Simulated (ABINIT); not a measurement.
GaAs:

```
CELL_PARAMETERS angstrom
0.00000 2.82685 2.82685
2.82685 0.00000 2.82685
2.82685 2.82685 0.00000
ATOMIC_POSITIONS crystal
As 0.75000 0.75000 0.75000
Ga 0.00000 0.00000 0.00000
```

| Item | Value |
| --- | --- |
| Program | ABINIT 10.8.3 (patched build) |
| Task | relaxation of cell and atoms |
| Functional | PBE |
| Potentials or basis | JTH PAW PBE v2.0 sp |
| Cutoff | 463 eV |
| k mesh | 6 × 6 × 6 |
| Occupations | fermi-dirac, width 0.05 eV |
| Spin | no spin polarisation |

At the start: pressure 3.5 GPa; volume 22.59 Å³/atom.

Problem. Where does the relaxation end?

Solution. Over 5 steps the energy falls by 11.8 meV/atom and the volume is 23.78 Å³/atom (+5.3 %); space group F-43m (No. 216, to 0.05 Å).

The path:
```
step  energy change (eV)  largest force (eV/Å)  pressure (GPa)  volume (Å³)
   1              0.0000                0.0000            3.47        45.18
   2             -0.0089                0.0000            2.67        45.66
   3             -0.0235                0.0000            0.23        47.37
   4             -0.0236                0.0000            0.02        47.54
   5             -0.0236                0.0000            0.00        47.55
```

Final structure:
```
CELL_PARAMETERS angstrom
0.00000 2.87553 2.87553
2.87553 0.00000 2.87553
2.87553 2.87553 0.00000
ATOMIC_POSITIONS crystal
As 0.75000 0.75000 0.75000
Ga 0.00000 0.00000 0.00000
```

Caveat: this set keeps more shells in the core, which shifts pressures and gaps.
